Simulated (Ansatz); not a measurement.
**AlNi under changes of volume**

One of the cells (11.956 Å³/atom); the others are scaled copies at fixed shape and fractional positions:

```
Ni Al
1.0
     2.88100    0.00000    0.00000
     0.00000    2.88100    0.00000
     0.00000    0.00000    2.88100
Ni Al
1 1
Direct
  0.50000 0.50000 0.50000
  0.00000 0.00000 0.00000
```

- Program: Ansatz 0.2.0
- Functional: LDA
- Potentials or basis: Ansatz PAW
- Cutoff: 420 eV (not typed: the program's choice for these potentials)
- k mesh: 9 × 9 × 9
- Occupations: fermi-dirac, width 0.05 eV
- Spin: collinear spin, ferromagnetic start
- Starting moments: [1.0, 0.0] μB

```tsv
volume (Å³/atom)	energy over the lowest point (meV/atom)	pressure (GPa)
11.239	0.00	2.0
11.478	0.08	-1.9
11.717	5.71	-5.5
11.956	16.29	-8.6
12.196	?	?
12.435	50.26	-13.9
12.674	72.75	-16.1
```

Problem. What does the run at 12.196 Å³/atom give?

Solution. Energy over the lowest point 31.29 meV/atom; pressure -11.4 GPa.

Worked out: A Birch-Murnaghan fit of order 3 (a polynomial in V^(-2/3)) to the other rows has its minimum at 11.35 Å³/atom with B0 = V·E''(V) = 187 GPa and B' = 4.4. It gives 31.33 meV/atom at 12.196 Å³/atom, against the run's 31.29, and -dE/dV = -11.4 GPa, against -11.4.

Energies are extrapolated to zero smearing.

Caveats: the PAW data sets come from PBE, with cores solved anew for the run's functional, which leaves a small shift of forces and pressure; the starting moments weren't kept.
